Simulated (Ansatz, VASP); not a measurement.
# InAs in VASP and in Ansatz

File INCAR:

```
PREC     = Accurate       # precision mode
ENCUT    = 520            # plane-wave cutoff, eV
EDIFF    = 1E-6           # SCF threshold, eV
ISMEAR   = 0              # smearing method
SIGMA    = 0.1            # smearing width, eV
LREAL    = F              # projectors in reciprocal space
LASPH    = T              # aspherical terms in the spheres
NELM     = 60             # most SCF steps
ALGO     = Normal         # electronic algorithm
ISIF     = 2              # what is computed and relaxed
LWAVE    = F              # write WAVECAR
LCHARG   = T              # write CHGCAR
GGA      = PS             # functional
LELF     = T              # ELF
LVHAR    = T            
NBANDS   = 16             # bands
```

Contents of KPOINTS:

```
Automatic mesh
0
Gamma
  12 12 12
```

POSCAR

```
InAs
1.0
    0.0000000000      3.0740292872      3.0740292872
    3.0740292872      0.0000000000      3.0740292872
    3.0740292872      3.0740292872      0.0000000000
In As
1 1
Direct
    0.0000000000      0.0000000000      0.0000000000
    0.2500000000      0.2500000000      0.2500000000
```

Input for Ansatz:

```yaml
crystal:
  lattice:
    - [0.0, 3.0740292872, 3.0740292872]
    - [3.0740292872, 0.0, 3.0740292872]
    - [3.0740292872, 3.0740292872, 0.0]
  atoms:
    - { symbol: In, position: [0.0, 0.0, 0.0] }
    - { symbol: As, position: [0.25, 0.25, 0.25] }
basis:
  ecutwfc: 420
kpoints:
  mp_grid: { grid: [12, 12, 12] }
hamiltonian:
  xc: pbesol
scf:
  occupations: { method: gaussian, width: 0.1 }
output:
  forces: true
  stress: true
  eigenvalues: true
```

Alike in both runs: task single point; functional PBEsol; k mesh 12 × 12 × 12; occupations gaussian, width 0.1 eV; no spin polarisation.

```csv
,VASP,Ansatz
version,VASP 6.6.1,Ansatz 0.2.0
potentials or method,"VASP PAW PBE potentials, release 64 (In_d, As)","scalar-relativistic, plane waves, PAW"
plane-wave cutoff (eV),520,420
valence electrons in the cell,18,28
```

VASP gave:

* gap on the k mesh at the Fermi level (eV): none
* pressure (GPa): -1.5

Q: Estimate Ansatz's values.

A: gap on the k mesh at the Fermi level (eV): none; pressure (GPa): -1.6.

A gap of «none» marks a metal or a gap that the smearing closes. The two sets of potentials don't hold the same shells in valence.

Caveats: the PAW data sets were made with another functional, which shifts forces and pressure a little (VASP).
